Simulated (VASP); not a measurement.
A run of VASP 6.6.1 is set up as follows.

POSCAR

```
CdTe
1.0
    0.0000000000      3.2050000000      3.2050000000
    3.2050000000      0.0000000000      3.2050000000
    3.2050000000      3.2050000000      0.0000000000
Te Cd
1 1
Direct
    0.7500000000      0.7500000000      0.7500000000
    0.0000000000      0.0000000000      0.0000000000
```

Contents of INCAR.step1:

```
PREC = Accurate
ENCUT = 520
EDIFF = 1E-8
ISMEAR = 0
SIGMA = 0.02
LREAL = F
LASPH = T
NELM = 80
ALGO = Normal
ISIF = 2
LWAVE = F
LCHARG = F
GGA = PE
LEPSILON = T
KPAR = 4
```

The input KPOINTS.step1:

```
Automatic mesh
0
G
  8 8 8
  0 0 0
```

Contents of INCAR.step2:

```
PREC = Accurate
ENCUT = 520
EDIFF = 1E-5
ISMEAR = 0
SIGMA = 0.02
LREAL = F
LASPH = T
NELM = 80
ALGO = Normal
ISIF = 2
LWAVE = T
LCHARG = F
GGA = PE
KPAR = 4
```

The input KPOINTS.step2:

```
Automatic mesh
0
Gamma
  6 6 6
```

File INCAR.step3:

```
PREC = Accurate
ENCUT = 520
EDIFF = 1E-7
ISMEAR = 0
SIGMA = 0.02
LREAL = F
LASPH = T
NELM = 80
ALGO = Normal
ISIF = 2
LWAVE = F
LCHARG = F
METAGGA = R2SCAN
LHFCALC = T
AEXX = 0.1019
LMIXTAU = T
PRECFOCK = Fast
ISTART = 1
HFRCUT = -1
KPAR = 4
```

Contents of KPOINTS.step3:

```
Automatic mesh
0
Gamma
  6 6 6
```

File KPOINTS_OPT:

```
path GXWKGLUWLK,UX
10
line-mode
reciprocal
 0.0000000000  0.0000000000  0.0000000000  G
 0.5000000000  0.0000000000  0.5000000000  X

 0.5000000000  0.0000000000  0.5000000000  X
 0.5000000000  0.2500000000  0.7500000000  W

 0.5000000000  0.2500000000  0.7500000000  W
 0.3750000000  0.3750000000  0.7500000000  K

 0.3750000000  0.3750000000  0.7500000000  K
 0.0000000000  0.0000000000  0.0000000000  G

 0.0000000000  0.0000000000  0.0000000000  G
 0.5000000000  0.5000000000  0.5000000000  L

 0.5000000000  0.5000000000  0.5000000000  L
 0.6250000000  0.2500000000  0.6250000000  U

 0.6250000000  0.2500000000  0.6250000000  U
 0.5000000000  0.2500000000  0.7500000000  W

 0.5000000000  0.2500000000  0.7500000000  W
 0.5000000000  0.5000000000  0.5000000000  L

 0.5000000000  0.5000000000  0.5000000000  L
 0.3750000000  0.3750000000  0.7500000000  K

 0.6250000000  0.2500000000  0.6250000000  U
 0.5000000000  0.0000000000  0.5000000000  X
```

Potentials or basis: VASP PAW PBE potentials, release 64 (Te, Cd).

The run is started by

```bash
$ cat potpaw_PBE.64/Te/POTCAR potpaw_PBE.64/Cd/POTCAR > POTCAR
$ cp INCAR.step1 INCAR
$ cp KPOINTS.step1 KPOINTS
$ mpirun -np 4 vasp_std > vasp.out
$ cp INCAR.step2 INCAR
$ cp KPOINTS.step2 KPOINTS
$ mpirun -np 4 vasp_std > vasp.out
$ cp INCAR.step3 INCAR
$ cp KPOINTS.step3 KPOINTS
$ mpirun -np 4 vasp_std > vasp.out
```

(1) Predict the band gap along the path.

(2) Predict the band gap on the k mesh.

(3) What does it give for the pressure?

Answers

(1) 1.86 eV, direct.

(2) 1.86 eV, direct.

(3) 3.1 GPa.

Caveat: the PAW data sets were made with another functional, which shifts forces and pressure a little; spin-orbit coupling is left out, which moves the levels of the heavy elements.

**The experiment to reproduce.**

A printed reference work, data compilation reports, for a bulk crystal of CdTe at 0 K: band gap 1.607 eV.

Measured gap of CdTe: 1.607 eV (0 K; a printed reference work, data compilation). This calculation gives 1.86 eV (+0.26 eV). Spin-orbit coupling on Cd, Te is left out. The value is that of r2SCAN-EpsX, without temperature or zero-point motion.
